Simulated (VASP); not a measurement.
# W in VASP: a series of runs

Runs on W. Level: LDA. Tasks: single point, relaxation of the atoms.

Program: VASP 6.6.1. These are calculated values, not measurements. Logs are shortened: lines on timing, memory, paths and dates and some standing lists are left out, and cuts for length are marked.

## Step 1: The slab as given

The cell holds a slab with vacuum, 6 atoms: a = 2.720 Å, b = 2.720 Å, c = 26.105 Å, α = 90.00°, β = 90.00°, γ = 109.47°.

The slab is cut from a database's or a generator's crystal, which needn't be the stable form of the element.

## Step 2: Single point, LDA

INCAR

```
SYSTEM = W
PREC     = Accurate       ! precision mode
ENCUT    = 520            ! plane-wave cutoff, eV
EDIFF    = 1E-6           ! SCF threshold, eV
ISMEAR   = 1              ! smearing method
SIGMA    = 0.1            ! smearing width, eV
LREAL    = .False.        ! projectors in reciprocal space
LASPH    = .True.         ! aspherical terms in the spheres
NELM     = 80             ! most SCF steps
ALGO     = Fast           ! electronic algorithm
ISIF     = 2              ! what is computed and relaxed
LWAVE    = .False.        ! write WAVECAR
LCHARG   = .False.        ! write CHGCAR
LDIPOL   = .True.       
IDIPOL   = 3            
DIPOL    = 0.5 0.5 0.500
NBANDS   = 51             ! bands
LVHAR    = .True.       
LVACPOTAV= .True.       
ICORELEVEL= 1            
KPAR     = 4
```

KPOINTS

```
Automatic mesh
0
Gamma
  15 15 1
  0 0 0
```

POSCAR

```
W
1.0
    2.7200784100      0.0000000000      0.0000000000
   -0.9066928000      2.5645145200      0.0000000000
    0.0000000000      0.0000000000     26.1046735900
W
6
Direct
    0.5000000000      0.5000000000      0.2873048800
    0.0000000000      0.0000000000      0.3723829300
    0.5000000000      0.5000000000      0.4574609800
    0.0000000000      0.0000000000      0.5425390200
    0.5000000000      0.5000000000      0.6276170700
    0.0000000000      0.0000000000      0.7126951200
```

Potentials or basis: VASP PAW LDA potentials, release 64 (W_sv).

Command:

```console
$ cat potpaw_LDA.64/W_sv/POTCAR > POTCAR
$ mpirun -np 4 vasp_std > vasp.out
```

OUTCAR:

```text
SYSTEM = W
   PREC = Accurate
   ENCUT = 520
   EDIFF = 1E-6
   ISMEAR = 1
   LREAL = .False.
   LASPH = .True.
   NELM = 80
   ISIF = 2

 ion  position               nearest neighbor table
   1  0.500  0.500  0.287-   2 2.72   2 2.72   2 3.14   2 3.14
   2  0.000  0.000  0.372-   1 2.72   3 2.72   1 2.72   3 2.72   1 3.14   3 3.14   1 3.14   3 3.14

   3  0.500  0.500  0.457-   4 2.72   4 2.72   2 2.72   2 2.72   4 3.14   4 3.14   2 3.14   2 3.14

   4  0.000  0.000  0.543-   3 2.72   3 2.72   5 2.72   5 2.72   3 3.14   3 3.14   5 3.14   5 3.14

   5  0.500  0.500  0.628-   4 2.72   6 2.72   4 2.72   6 2.72   4 3.14   6 3.14   4 3.14   6 3.14

   6  0.000  0.000  0.713-   5 2.72   5 2.72   5 3.14   5 3.14

  LATTYP: Found a base centered orthorhombic cell.
 ALAT       =     3.1408760074
 B/A-ratio  =     1.4142135604
 C/A-ratio  =     8.3112716097

  Lattice vectors:

 A1 = (   2.7200784100,   0.0000000000,   0.0000000000)
 A2 = (  -0.9066928000,   2.5645145200,   0.0000000000)
 A3 = (   0.0000000000,   0.0000000000,  26.1046735900)

Analysis of symmetry for initial positions (statically):
=====================================================================
 Subroutine PRICEL returns:
 Original cell was already a primitive cell.

 Routine SETGRP: Setting up the symmetry group for a
 base centered orthorhombic supercell.

 Subroutine GETGRP returns: Found  8 space group operations
 (whereof  4 operations were pure point group operations)
 out of a pool of  8 trial point group operations.

The static configuration has the point symmetry C_2v.
 The point group associated with its full space group is D_2h.

Analysis of symmetry for dynamics (positions and initial velocities):
=====================================================================
 Subroutine PRICEL returns:
 Original cell was already a primitive cell.

 Routine SETGRP: Setting up the symmetry group for a
 base centered orthorhombic supercell.

 Subroutine GETGRP returns: Found  8 space group operations
 (whereof  4 operations were pure point group operations)
 out of a pool of  8 trial point group operations.

The dynamic configuration has the point symmetry C_2v.
 The point group associated with its full space group is D_2h.

 Subroutine INISYM returns: Found  8 space group operations
 (whereof  4 operations are pure point group operations),
 and found     1 'primitive' translations
[... 120 lines left out ...]
   IALGO  =     68    algorithm
   IMIX   =      4    mixing-type and parameters
     AMIX     =   0.40;   BMIX     =  1.00
     AMIX_MAG =   1.60;   BMIX_MAG =  1.00
  volume/ion in A,a.u.               =      30.35       204.81
  Fermi-wavevector in a.u.,A,eV,Ry     =   1.264929  2.390370 21.769955  1.600047
  Thomas-Fermi vector in A             =   2.398209
   LORBIT       =      0    0 simple, 1 ext, 2 COOP (PROOUT), +10 PAW based schemes
   GGA     = CA    functional components
   LHFCALC =     F    Hartree Fock is set to
   AEXX    =    0.0000 exact exchange contribution
   IVDW    =     0    specifies the selected vdW correction
   LEPSILON=     F    determine dielectric tensor
   LRPA    =     F    only Hartree local field effects (RPA)
 non-spin polarized calculation
 RMM-DIIS sequential band-by-band and
 Methfessel and Paxton  Order N= 1 SIGMA  =   0.10
  energy-cutoff  :      520.00
  volume of cell :      182.10
 maximum number of plane-waves:      4964
   NGX = 11   NGY = 11   NGZ = 97

 dipolmoment           0.000000      0.000000      0.000000 electrons x Angstroem

 number of electron      84.0000015 magnetization

 dipolmoment           0.000000      0.000000     -0.000000 electrons x Angstroem

 Free energy of the ion-electron system (eV)
  ---------------------------------------------------
  ext. energy  EPLUGINS =         0.00000000
  ---------------------------------------------------
  free energy    TOTEN  =       -81.39626456 eV

  energy without entropy =      -81.39584657  energy(sigma->0) =      -81.39612523

 the core state eigenenergies are
   1-  1s -68982.5457  2s -11912.0187  2p -10432.4712  3s  -2737.8563  3p  -2298.7575
       3d  -1791.8798  4s   -557.0393  4p   -412.6470  4d   -229.1468  4f    -24.9740

   2-  1s -68982.4402  2s -11911.9515  2p -10432.4000  3s  -2737.8160  3p  -2298.7169
       3d  -1791.8372  4s   -557.0389  4p   -412.6509  4d   -229.1563  4f    -25.0010
[... 10 lines left out ...]
   6-  1s -68982.5457  2s -11912.0187  2p -10432.4712  3s  -2737.8563  3p  -2298.7575
       3d  -1791.8798  4s   -557.0393  4p   -412.6470  4d   -229.1468  4f    -24.9740

 E-fermi :   3.5326     XC(G=0):  -8.0048

 val. band max:        3.5300438136   @ k =   0.2000  -0.0000   0.0000
 cond. band min:       3.5344280757   @ k =  -0.2667   0.1333   0.0000
 fundamental gap:      0.0043842622
 Fermi energy:         3.5326346291

 k-point     1 :       0.0000    0.0000    0.0000
  band No.  band energies     occupation
      1     -70.2384      2.00000
      2     -70.2201      2.00000
      3     -70.1648      2.00000
      4     -70.1085      2.00000
      5     -70.0690      2.00000
      6     -70.0671      2.00000
[... 1285 lines left out ...]
     50       6.2695      0.00000
     51       6.3717      0.00000

 [... further k-points ...]

------------------------ aborting loop because EDIFF is reached ----------------------------------------

  FORCE on cell =-STRESS in cart. coord.  units (eV):
  Direction    XX          YY          ZZ          XY          YZ          ZX
  --------------------------------------------------------------------------------------
  -------------------------------------------------------------------------------------
  Total       -5.4957224     -5.7301334     -3.5403216     -0.3315074      0.0000000      0.0000000
  in kB      -48.3537893    -50.4162415    -31.1493106     -2.9167479      0.0000000      0.0000000
  external PRESSURE =     -43.3064471 kB  Pullay stress =       0.0000000 kB

 VOLUME and BASIS-vectors are now :
 -----------------------------------------------------------------------------
  energy-cutoff  :      520.00
  volume of cell :      182.10
      direct lattice vectors                 reciprocal lattice vectors
     2.720078410  0.000000000  0.000000000     0.367636461  0.129979117  0.000000000
    -0.906692800  2.564514520  0.000000000     0.000000000  0.389937352  0.000000000
     0.000000000  0.000000000 26.104673590     0.000000000  0.000000000  0.038307317

 POSITION                                       TOTAL-FORCE (eV/Angst)
 -----------------------------------------------------------------------------------
      0.90669      1.28226      7.50000         0.000000      0.000000      0.715464
      0.00000      0.00000      9.72093        -0.000000      0.000000     -0.679685
      0.90669      1.28226     11.94187        -0.000000      0.000000      0.020933
      0.00000      0.00000     14.16280         0.000000      0.000000     -0.020933
      0.90669      1.28226     16.38374         0.000000      0.000000      0.679685
      0.00000      0.00000     18.60467         0.000000      0.000000     -0.715464
 -----------------------------------------------------------------------------------
    total drift:                                0.000000      0.000000     -0.000000

  FREE ENERGIE OF THE ION-ELECTRON SYSTEM (eV)
  ---------------------------------------------------
  free  energy   TOTEN  =       -81.3962645587 eV

  energy  without entropy=      -81.3958465734  energy(sigma->0) =      -81.39612523

 vacuum level on the upper side and lower side of the slab         8.675         8.675
```

stdout:

```text
POSCAR found type information on POSCAR W
 POSCAR found :  1 types and       6 ions
 scaLAPACK will be used
 LDA part: xc-table for (Slater(with rela. corr.)+CA(PZ))
 , standard interpolation
 POSCAR, INCAR and KPOINTS ok, starting setup
 FFT: planning ... GRIDC
 FFT: planning ... GRID_SOFT
 FFT: planning ... GRID
 WAVECAR not read
 entering main loop
 -----------------------------------------------------------------------------
|                                                                             |
|           W    W    AA    RRRRR   N    N  II  N    N   GGGG   !!!           |
|           W    W   A  A   R    R  NN   N  II  NN   N  G    G  !!!           |
|           W    W  A    A  R    R  N N  N  II  N N  N  G       !!!           |
|           W WW W  AAAAAA  RRRRR   N  N N  II  N  N N  G  GGG   !            |
|           WW  WW  A    A  R   R   N   NN  II  N   NN  G    G                |
|           W    W  A    A  R    R  N    N  II  N    N   GGGG   !!!           |
|                                                                             |
|     Did not find any points to average over, which means that no vacuum     |
|     field-free region was found. Please increase the size of  your cell     |
|     in the dimension of the dipole correction to obtain accurate            |
|     workfunction values.                                                    |
|                                                                             |
 -----------------------------------------------------------------------------
```

Wall time 3.5 min (4 MPI ranks of Intel Xeon 6975P-C (Granite Rapids), shared host); peak memory 0.47 GiB.

What came out:

| Property | Result |
| --- | --- |
| Free energy | -81.3963 eV |
| Largest force | 0.715 eV/Å |
| Band gap on the k mesh | none (metal or under the smearing width) |
| Work function of the upper face | 5.14 eV |
| Work function of the lower face | 5.14 eV |

Forces in eV/Å, atoms in the order of the input:
```
W    0.000  0.000  0.715
W    0.000  0.000 -0.680
W    0.000  0.000  0.021
W    0.000  0.000 -0.021
W    0.000  0.000  0.680
W    0.000  0.000 -0.715
```

Levels at points of the mesh, in eV from the Fermi level:
```tsv
k point	band 40	band 41	band 42	band 43	band 44	band 45
(0.00, 0.00, 0.00)	-1.35	-1.06	-1.06	-0.23	0.01	0.70
```

Core levels (eV, on the scale of the bands):
```csv
atom,levels
1 W,"1s -68982.5, 2s -11912.0, 2p -10432.5, 3s -2737.9, 3p -2298.8, 3d -1791.9, 4s -557.0, 4p -412.6, 4d -229.1, 4f -25.0"
2 W,"1s -68982.4, 2s -11912.0, 2p -10432.4, 3s -2737.8, 3p -2298.7, 3d -1791.8, 4s -557.0, 4p -412.7, 4d -229.2, 4f -25.0"
3 W,"1s -68982.4, 2s -11911.9, 2p -10432.3, 3s -2737.8, 3p -2298.7, 3d -1791.8, 4s -557.0, 4p -412.6, 4d -229.1, 4f -25.0"
4 W,"1s -68982.4, 2s -11911.9, 2p -10432.3, 3s -2737.8, 3p -2298.7, 3d -1791.8, 4s -557.0, 4p -412.6, 4d -229.1, 4f -25.0"
5 W,"1s -68982.4, 2s -11912.0, 2p -10432.4, 3s -2737.8, 3p -2298.7, 3d -1791.8, 4s -557.0, 4p -412.7, 4d -229.2, 4f -25.0"
6 W,"1s -68982.5, 2s -11912.0, 2p -10432.5, 3s -2737.9, 3p -2298.8, 3d -1791.9, 4s -557.0, 4p -412.6, 4d -229.1, 4f -25.0"
```

The run has no spin-orbit coupling, so splittings on W are missing.

## Step 3: Relaxation of the atoms, LDA

INCAR

```
SYSTEM = W
PREC = Accurate
ENCUT = 520
EDIFF = 1E-6
ISMEAR = 1
SIGMA = 0.1
LREAL = .FALSE.
LASPH = .TRUE.
NELM = 80
ALGO = Normal
ISIF = 2
LWAVE = .FALSE.
LCHARG = .FALSE.
LDIPOL = .TRUE.
IDIPOL = 3
DIPOL = 0.5 0.5 0.500
IBRION = 2
NSW = 80
EDIFFG = -0.02
KPAR = 4
```

KPOINTS

```
Automatic mesh
0
G
  15 15 1
  0 0 0
```

POSCAR is that of step 2.

Potentials or basis: VASP PAW LDA potentials, release 64 (W_sv).

Command:

```console
$ cat potpaw_LDA.64/W_sv/POTCAR > POTCAR
$ mpirun -np 4 vasp_std > vasp.out
```

OUTCAR:

```text
SYSTEM = W
   PREC = Accurate
   ENCUT = 520
   EDIFF = 1E-6
   ISMEAR = 1
   LREAL = .FALSE.
   LASPH = .TRUE.
   NELM = 80
   ISIF = 2
   IBRION = 2
   NSW = 80
   EDIFFG = -0.02

 ion  position               nearest neighbor table
   1  0.500  0.500  0.287-   2 2.72   2 2.72   2 3.14   2 3.14
   2  0.000  0.000  0.372-   1 2.72   3 2.72   1 2.72   3 2.72   1 3.14   3 3.14   1 3.14   3 3.14

   3  0.500  0.500  0.457-   4 2.72   4 2.72   2 2.72   2 2.72   4 3.14   4 3.14   2 3.14   2 3.14

   4  0.000  0.000  0.543-   3 2.72   3 2.72   5 2.72   5 2.72   3 3.14   3 3.14   5 3.14   5 3.14

   5  0.500  0.500  0.628-   4 2.72   6 2.72   4 2.72   6 2.72   4 3.14   6 3.14   4 3.14   6 3.14

   6  0.000  0.000  0.713-   5 2.72   5 2.72   5 3.14   5 3.14

  LATTYP: Found a base centered orthorhombic cell.
 ALAT       =     3.1408760074
 B/A-ratio  =     1.4142135604
 C/A-ratio  =     8.3112716097

[... 412 lines left out ...]
 cond. band min:       3.5824676180   @ k =   0.3333   0.3333   0.0000
 fundamental gap:      0.0181592835
 Fermi energy:         3.5657366925

 k-point     1 :       0.0000    0.0000    0.0000
  band No.  band energies     occupation
      1     -70.1975      2.00000
      2     -70.1718      2.00000
      3     -70.1250      2.00000
      4     -70.0750      2.00000
      5     -69.9904      2.00000
      6     -69.9896      2.00000
[... 1261 lines left out ...]
     49       5.9857      0.00000
     50       6.2671      0.00000

 [... further k-points ...]

------------------------ aborting loop because EDIFF is reached ----------------------------------------

 vacuum level on the upper side and lower side of the slab       (xc-potential included)        -0.008        -0.008

  FORCE on cell =-STRESS in cart. coord.  units (eV):
  Direction    XX          YY          ZZ          XY          YZ          ZX
  --------------------------------------------------------------------------------------
  -------------------------------------------------------------------------------------
  Total       -3.5063122     -3.8541124     -0.0556427     -0.4918638      0.0000000      0.0000000
  in kB      -30.8500816    -33.9101811     -0.4895695     -4.3276343      0.0000000      0.0000000
  external PRESSURE =     -21.7499441 kB  Pullay stress =       0.0000000 kB
[... 21 lines left out ...]
  FREE ENERGIE OF THE ION-ELECTRON SYSTEM (eV)
  ---------------------------------------------------
  free  energy   TOTEN  =       -81.4560714217 eV

  energy  without entropy=      -81.4571032913  energy(sigma->0) =      -81.45641538

 reached required accuracy - stopping structural energy minimisation

 vacuum level on the upper side and lower side of the slab         8.611         8.611
```

CONTCAR:

```text
W
   1.00000000000000
     2.7200784100000002    0.0000000000000000    0.0000000000000000
    -0.9066928000000000    2.5645145199999999    0.0000000000000000
     0.0000000000000000    0.0000000000000000   26.1046735900000009
  W
     6
Direct
     0.5000000000000000    0.5000000000000000    0.2903732777739411
     1.0000000000000000    0.0000000000000000    0.3723343707903096
     0.5000000000000000    0.5000000000000000    0.4574563272280233
     0.0000000000000000    0.0000000000000000    0.5425436727719768
     0.5000000000000000    0.5000000000000000    0.6276656292096904
     1.0000000000000000    0.0000000000000000    0.7096267222260587

  0.00000000E+00  0.00000000E+00  0.00000000E+00
  0.00000000E+00  0.00000000E+00  0.00000000E+00
  0.00000000E+00  0.00000000E+00  0.00000000E+00
  0.00000000E+00  0.00000000E+00  0.00000000E+00
  0.00000000E+00  0.00000000E+00  0.00000000E+00
  0.00000000E+00  0.00000000E+00  0.00000000E+00
```

Run time: 11 min. Hardware: 4 MPI ranks of Intel Xeon 6975P-C (Granite Rapids), shared host; peak memory 0.49 GiB.

Results:

```
Free energy                  : -81.4561 eV
Energy gained by relaxing    : 10.0 meV/atom
Ionic steps                  : 11
Largest force after relaxing : 0.016 eV/Å
Band gap on the k mesh       : none (metal or under the smearing width)
```

Forces in eV/Å, atoms in the order of the input:
```
W    0.000  0.000 -0.009
W    0.000  0.000  0.007
W    0.000  0.000  0.016
W    0.000  0.000 -0.016
W    0.000  0.000 -0.007
W    0.000  0.000  0.009
```

The path:
```csv
step,energy change (eV),largest force (eV/Å),pressure (GPa)
1,0.0000,0.7157,-4.33
2,-0.0477,0.2761,-3.35
3,-0.0477,0.2752,-3.35
4,-0.0534,0.1012,-3.05
5,-0.0534,0.1025,-3.06
6,-0.0554,0.0807,-2.93
7,-0.0590,0.0632,-2.54
8,-0.0594,0.0784,-2.35
9,-0.0588,0.1389,-2.03
10,-0.0598,0.0243,-2.22
11,-0.0598,0.0156,-2.17
```

Final structure:
```cif
data_structure
_symmetry_space_group_name_H-M 'P 1'
_symmetry_Int_Tables_number 1
_cell_length_a 2.7201
_cell_length_b 2.7201
_cell_length_c 26.1047
_cell_angle_alpha 90.000
_cell_angle_beta 90.000
_cell_angle_gamma 109.471
_cell_volume 182.10
loop_
_atom_site_label
_atom_site_type_symbol
_atom_site_fract_x
_atom_site_fract_y
_atom_site_fract_z
_atom_site_occupancy
W1 W 0.50000 0.50000 0.29037 1
W2 W 0.00000 0.00000 0.37233 1
W3 W 0.50000 0.50000 0.45746 1
W4 W 0.00000 0.00000 0.54254 1
W5 W 0.50000 0.50000 0.62767 1
W6 W 0.00000 0.00000 0.70963 1
```

[end of part 1 of 2]
